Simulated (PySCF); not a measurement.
Molecule: SMILES C1=CC=CC=[NH+]1, [C5H6N]+.

Bonds (- single, = double, # triple, : aromatic): C1:C2, C2:C3, C3:N4, N4:C5, C5:C6, C6:C1. C1 carries H7; C2 carries H8; C3 carries H9; N4 carries H10; C5 carries H11; C6 carries H12. Formal charges: N4 +1.

Total charge +1.

Frames of a GFN2-xTB Langevin trajectory at 200 K; GIAO PBE0/pcSseg-1 shieldings in PySCF 2.14.0 with density-fitted response routines, gas phase, non-relativistic; equivalent atoms averaged within each frame.

Scale: $^{13}$C (σ = 186.93 ppm), $^{1}$H (σ = 31.72 ppm) vs TMS; $^{15}$N (σ = 267.73 ppm) vs NH3 (reference shieldings calculated alike). The references are static minima.

**Question.** How do the shifts (ppm) fluctuate along the trajectory?

**Answer.** 
```csv
time (fs),C1,C3/C5,C2/C6,N4,H10,H7,H8/H12,H9/H11
optimised geometry,161.0,147.2,138.4,211.7,10.88,9.44,8.77,8.88
250,157.4,148.4,135.4,211.8,10.83,8.80,8.75,8.70
425,165.8,146.2,139.6,203.9,10.22,9.39,9.31,8.87
625,156.2,149.2,139.4,205.2,10.69,8.66,9.10,9.06
800,161.3,147.3,138.5,216.8,11.71,9.47,8.94,8.54
1000,163.8,140.6,138.0,204.7,10.23,9.68,8.27,8.65
mean of frames,160.9,146.3,138.2,208.5,10.74,9.20,8.87,8.76
standard deviation,4.1,3.4,1.7,5.6,0.61,0.44,0.40,0.20
```

5 frames give an uncertainty of the mean of about the standard deviation over 2.2 at best, since frames this close in time may not be independent; classical motion lacks zero-point vibration, and the reference would need the same averaging.
